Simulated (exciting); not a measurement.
# Cu (Fm-3m) in exciting: reference runs

Aim: a first look at Cu with PBE, on the cell as given.

Everything below comes from runs of exciting (release sodium). Logs are shortened: lines on timing, memory, paths and dates and some standing lists are left out, and cuts for length are marked.

### 1 The structure

The structure is cubic, space group Fm-3m (No. 225). Conventional cell: a = 3.615 Å, b = 3.615 Å, c = 3.615 Å, α = 90.00°, β = 90.00°, γ = 90.00°. Around Cu (site symmetry m-3m) lie 12 Cu at 2.56 Å.

### 2 Single point, PBE

The input, input.xml:

```xml
<input>
  <title>Cu</title>
  <structure speciespath="./" tshift="false">
    <crystal scale="1">
      <basevect>0.000000000000 3.415679970261 3.415679970261</basevect>
      <basevect>3.415679970261 0.000000000000 3.415679970261</basevect>
      <basevect>3.415679970261 3.415679970261 0.000000000000</basevect>
    </crystal>
    <species speciesfile="Cu.xml" rmt="2">
      <atom coord="0.000000000000 0.000000000000 0.000000000000"/>
    </species>
  </structure>
  <groundstate do="fromscratch" ngridk="13 13 13" rgkmax="8" gmaxvr="14" lmaxapw="10" lmaxmat="10" lmaxvr="8" xctype="GGA_PBE" stype="Fermi Dirac" swidth="0.00183747" nempty="12" ValenceRelativity="iora*" epsengy="1e-06" epspot="1e-06" maxscl="80" tforce="true" outputlevel="normal"/>
  <properties>
    <chargedensityplot>
      <plot3d>
        <box grid="13 13 13">
          <origin coord="0 0 0"/>
          <point coord="1 0 0"/>
          <point coord="0 1 0"/>
          <point coord="0 0 1"/>
        </box>
      </plot3d>
    </chargedensityplot>
    <elfplot>
      <plot3d>
        <box grid="13 13 13">
          <origin coord="0 0 0"/>
          <point coord="1 0 0"/>
          <point coord="0 1 0"/>
          <point coord="0 0 1"/>
        </box>
      </plot3d>
    </elfplot>
    <exccplot>
      <plot3d>
        <box grid="13 13 13">
          <origin coord="0 0 0"/>
          <point coord="1 0 0"/>
          <point coord="0 1 0"/>
          <point coord="0 0 1"/>
        </box>
      </plot3d>
    </exccplot>
  </properties>
</input>
```

Potentials or basis: all-electron LAPW+lo, shipped species files, valence relativity iora*.

On the command line:

```bash
$ OMP_NUM_THREADS=1 exciting_smp
```

INFO.OUT:

```text
================================================================================
EXCITING SODIUM started
[... 10 lines left out ...]

 Lattice vectors (cartesian) :
      0.0000000000      3.4156799703      3.4156799703
      3.4156799703      0.0000000000      3.4156799703
      3.4156799703      3.4156799703      0.0000000000

 Reciprocal lattice vectors (cartesian) :
     -0.9197561484      0.9197561484      0.9197561484
      0.9197561484     -0.9197561484      0.9197561484
      0.9197561484      0.9197561484     -0.9197561484

 Unit cell volume                           :      79.7005860214
 Brillouin zone volume                      :       3.1122759044

 Species :    1 (Cu)
     parameters loaded from                 :    Cu.xml
     name                                   :    copper
     nuclear charge                         :     -29.00000000
     electronic charge                      :      29.00000000
     atomic mass                            :  115837.27170000
     muffin-tin radius                      :       2.00000000
     # of radial points in muffin-tin       :     350

     atomic positions (lattice) :
[... 7 lines left out ...]
 Number of crystal symmetries               :      48

 k-point grid                               :      13   13   13
 Total number of k-points                   :      84
 k-point set is reduced with crystal symmetries

 R^MT_min * |G+k|_max (rgkmax)              :       8.00000000
 Species with R^MT_min                      :       1 (Cu)
 Maximum |G+k| for APW functions            :       4.00000000
 Maximum |G| for potential and density      :      14.00000000

 G-vector grid sizes                        :      24    24    24
 Total number of G-vectors                  :    3695

 Maximum angular momentum used for
     APW functions                          :      10
     computing H and O matrix elements      :      10
     potential and density                  :       8
     inner part of muffin-tin               :       2

 Total nuclear charge                       :     -29.00000000
 Total electronic charge                    :      29.00000000
 Total core charge                          :      12.00000000
 Total valence charge                       :      17.00000000

 Number of empty states                     :      12
 Total number of valence states             :      21

 Maximum Hamiltonian size                   :     104
 Maximum number of plane-waves              :      92
 Total number of local-orbitals             :      12

 Exchange-correlation type                  :      20
[... 23 lines left out ...]
+ SCF iteration number :    1                                                  +
++++++++++++++++++++++++++++++++++++++++++++++++++++++++++++++++++++++++++++++++
 Total energy                               :     -1641.63534177
 _______________________________________________________________
 Fermi energy                               :         0.36125152
 Kinetic energy                             :      1689.69530666
 Coulomb energy                             :     -3264.32756618
 Exchange energy                            :       -65.60489097
 Correlation energy                         :        -1.39819127

 DOS at Fermi energy (states/Ha/cell)       :         9.42306391

 Electron charges :
     core                                   :        12.00000000
     core leakage                           :         0.00156136
     valence                                :        17.00000000
     interstitial                           :         1.94746521
     charge in muffin-tin spheres :
                  atom     1    Cu          :        27.05253479
     total charge in muffin-tins            :        27.05253479
     total charge                           :        29.00000000

++++++++++++++++++++++++++++++++++++++++++++++++++++++++++++++++++++++++++++++++
+ SCF iteration number :    2                                                  +
++++++++++++++++++++++++++++++++++++++++++++++++++++++++++++++++++++++++++++++++
 Total energy                               :     -1657.64486476
 _______________________________________________________________
 Fermi energy                               :         0.30717476
 Kinetic energy                             :      1682.97526440
 Coulomb energy                             :     -3272.84142964
 Exchange energy                            :       -66.37780646
 Correlation energy                         :        -1.40089306

 DOS at Fermi energy (states/Ha/cell)       :         8.90697780

 Electron charges :
     core                                   :        12.00000000
     core leakage                           :         0.00142256
     valence                                :        17.00000000
     interstitial                           :         1.60442112
     charge in muffin-tin spheres :
                  atom     1    Cu          :        27.39557888
     total charge in muffin-tins            :        27.39557888
     total charge                           :        29.00000000

 RMS change in effective potential (target) :  0.877363E-01  ( 0.100000E-05)
 Absolute change in total energy   (target) :   16.0095      ( 0.100000E-05)
 Charge distance                   (target) :  0.364391E-01  ( 0.100000E-04)
 Abs. change in max-nonIBS-force   (target) :   0.00000      ( 0.500000E-04)

++++++++++++++++++++++++++++++++++++++++++++++++++++++++++++++++++++++++++++++++
+ SCF iteration number :    3                                                  +
++++++++++++++++++++++++++++++++++++++++++++++++++++++++++++++++++++++++++++++++
 Total energy                               :     -1655.57921505
 _______________________________________________________________
 Fermi energy                               :         0.30841835
 Kinetic energy                             :      1683.69874940
 Coulomb energy                             :     -3271.60310220
 Exchange energy                            :       -66.27447426
 Correlation energy                         :        -1.40038798

 DOS at Fermi energy (states/Ha/cell)       :         8.80434979

 Electron charges :
     core                                   :        12.00000000
     core leakage                           :         0.00143826
     valence                                :        17.00000000
     interstitial                           :         1.64382830
     charge in muffin-tin spheres :
                  atom     1    Cu          :        27.35617170
     total charge in muffin-tins            :        27.35617170
     total charge                           :        29.00000000
[... 269 lines left out ...]
 DOS at Fermi energy (states/Ha/cell)       :         8.69852789

 Electron charges :
     core                                   :        12.00000000
     core leakage                           :         0.00143547
     valence                                :        17.00000000
     interstitial                           :         1.64620910
     charge in muffin-tin spheres :
                  atom     1    Cu          :        27.35379090
     total charge in muffin-tins            :        27.35379090
     total charge                           :        29.00000000

 RMS change in effective potential (target) :  0.542972E-10  ( 0.100000E-05)
 Absolute change in total energy   (target) :  0.211821E-07  ( 0.100000E-05)
 Charge distance                   (target) :  0.438144E-10  ( 0.100000E-04)
 Abs. change in max-nonIBS-force   (target) :   0.00000      ( 0.500000E-04)

++++++++++++++++++++++++++++++++++++++++++++++++++++++++++++++++++++++++++++++++
+ SCF iteration number :   14                                                  +
++++++++++++++++++++++++++++++++++++++++++++++++++++++++++++++++++++++++++++++++
 Total energy                               :     -1655.02908812
 _______________________________________________________________
 Fermi energy                               :         0.29336013
 Kinetic energy                             :      1683.33887835
 Coulomb energy                             :     -3270.73239686
 Exchange energy                            :       -66.23532647
 Correlation energy                         :        -1.40024314

 DOS at Fermi energy (states/Ha/cell)       :         8.69852790

 Electron charges :
     core                                   :        12.00000000
     core leakage                           :         0.00143547
     valence                                :        17.00000000
     interstitial                           :         1.64620910
     charge in muffin-tin spheres :
                  atom     1    Cu          :        27.35379090
     total charge in muffin-tins            :        27.35379090
     total charge                           :        29.00000000

 RMS change in effective potential (target) :  0.330685E-10  ( 0.100000E-05)
 Absolute change in total energy   (target) :  0.161322E-08  ( 0.100000E-05)
 Charge distance                   (target) :  0.674073E-11  ( 0.100000E-04)
 Abs. change in max-nonIBS-force   (target) :   0.00000      ( 0.500000E-04)

++++++++++++++++++++++++++++++++++++++++++++++++++++++++++++++++++++++++++++++++
| Convergency criteria checked for the last 2 iterations                       +
| Convergence targets achieved. Performing final SCF iteration                 +
++++++++++++++++++++++++++++++++++++++++++++++++++++++++++++++++++++++++++++++++
 Total energy                               :     -1655.02908812
 _______________________________________________________________
 Fermi energy                               :         0.29336013
 Kinetic energy                             :      1683.33887835
 Coulomb energy                             :     -3270.73239686
 Exchange energy                            :       -66.23532647
 Correlation energy                         :        -1.40024314

 DOS at Fermi energy (states/Ha/cell)       :         8.69852790

 Electron charges :
     core                                   :        12.00000000
     core leakage                           :         0.00143547
     valence                                :        17.00000000
     interstitial                           :         1.64620910
     charge in muffin-tin spheres :
                  atom     1    Cu          :        27.35379090
     total charge in muffin-tins            :        27.35379090
     total charge                           :        29.00000000

++++++++++++++++++++++++++++++++++++++++++++++++++++++++++++++++++++++++++++++++
+ Self-consistent loop stopped                                                 +
++++++++++++++++++++++++++++++++++++++++++++++++++++++++++++++++++++++++++++++++
 STATE.OUT is written

--------------------------------------------------------------------------------
- Writing atomic positions and forces                                          -
--------------------------------------------------------------------------------

 Atomic positions (lattice) :
 atom     1  Cu  :     0.00000000    0.00000000    0.00000000

 Total atomic forces including IBS (cartesian) :
 atom     1  Cu  :     0.00000000    0.00000000    0.00000000

 Atomic force components including IBS (cartesian) :
 atom     1  Cu  :     0.00000000    0.00000000    0.00000000   HF force
                 :     0.00000000    0.00000000    0.00000000   core correction
                 :     0.00000000    0.00000000    0.00000000   IBS correction

********************************************************************************
[... 7 lines left out ...]
| EXCITING SODIUM stopped                                                      =
================================================================================
```

It took 55 s on 1 thread of Arm Neoverse N1, shared host; peak memory 0.09 GiB.

What came out:

```
Free energy                                       : -45035.6385 eV
Band gap on the k mesh                            : none (metal or under the smearing width)
All electrons inside the program's atomic spheres : Cu 27.35 (radii Cu 2.0 bohr)
```

Levels at points of the mesh, in eV from the Fermi level:
```tsv
k point	band 6	band 7	band 8	band 9	band 10	band 11	band 12	band 13
(0.00, 0.00, 0.00)	-3.17	-3.17	-2.34	-2.34	22.45	25.03	25.03	25.03
```

Caveat: rgkmax is low for these elements, so energy differences scatter by about 1 meV per atom; the log's total energy holds no entropy term; the free energy is that total less TS from the occupations.
